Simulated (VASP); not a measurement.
Here is a VASP 6.6.1 calculation.

File INCAR:

```
PREC = Accurate ; ENCUT = 600
EDIFF = 1E-6 ; ISMEAR = -1
SIGMA = 0.05 ; LREAL = False
LASPH = True ; NELM = 100
ALGO = Normal ; ISIF = 3
LWAVE = False ; LCHARG = False
GGA = PE ; IBRION = 2
NSW = 60 ; EDIFFG = -0.005
```

The input KPOINTS:

```
regular mesh
0
Gamma
  8 8 8
```

File POSCAR:

```
HgSe
1.0
    0.0000000000      3.0390000000      3.0390000000
    3.0390000000      0.0000000000      3.0390000000
    3.0390000000      3.0390000000      0.0000000000
Hg Se
1 1
Direct
    0.0000000000      0.0000000000      0.0000000000
    0.7500000000      0.7500000000      0.7500000000
```

Potentials or basis: VASP PAW PBE potentials, release 64 (Hg, Se).

Launch:

```console
$ cat potpaw_PBE.64/Hg/POTCAR potpaw_PBE.64/Se/POTCAR > POTCAR
$ mpirun -np 1 vasp_std > vasp.out
```

Q: What does it give for the relaxed volume?

A: 30.80 Å³/atom.

Q: What does it give for the space group after relaxing (to 0.05 Å)?

A: F-43m (No. 216).

Q: What does it give for the relaxed cell?

A: a = 4.433 Å, b = 4.433 Å, c = 4.433 Å, α = 60.00°, β = 60.00°, γ = 60.00°.

The path:
```
step  energy change (eV)  largest force (eV/Å)  pressure (GPa)  volume (Å³)
   1              0.0000                0.0000            5.06        56.13
   2             -0.0705                0.0000           -1.26        63.65
   3             -0.0788                0.0000            0.02        61.60
```

Spin-orbit coupling is left out, which matters for the levels of Hg. Zero-point motion and thermal expansion aren't in these numbers.
